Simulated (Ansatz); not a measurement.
## KTaO3: clamped-ion strain scan

All numbers below come from Ansatz 0.2.0, DFT PBEsol, scalar-relativistic, plane waves, PAW. Cutoff 420 eV, Γ-centred 8×8×8 k-points, Gaussian smearing of 0.05 eV. Spin–orbit coupling is left out, which can shift energies with elements as heavy as these. No spin polarisation. Energies are free energies at this smearing, counted from the undisturbed cell; pressure is positive in compression.

Reference structure (as given, not relaxed at this level; it stands at -0.5 GPa):

```
K Ta O
1.0
     3.98830    0.00000    0.00000
     0.00000    3.98830    0.00000
     0.00000    0.00000    3.98830
K Ta O
1 1 3
Cartesian
  1.9942 1.9942 1.9942
  0.0000 0.0000 0.0000
  1.9942 0.0000 0.0000
  0.0000 1.9942 0.0000
  0.0000 0.0000 1.9942
```

The cell is strained by ε times the Voigt pattern (1, 0, 0, 0, 0, 0) (xx, yy, zz, yz, xz, xy; engineering shear) with fractional coordinates fixed.

```
      ε  ΔE (meV/atom) stress summed along the pattern (GPa, tension positive)
-0.1000          255.0                                                   -77.65
-0.0500           51.6                                                   -29.03
 0.0000            0.0                                                     0.46
 0.0250           11.1                                                    10.28
 0.0750           79.7                                                    23.11
 0.1000          129.5                                                    27.01
```

Symmetry holds off the tilts and polar distortions that many cubic perovskites undergo.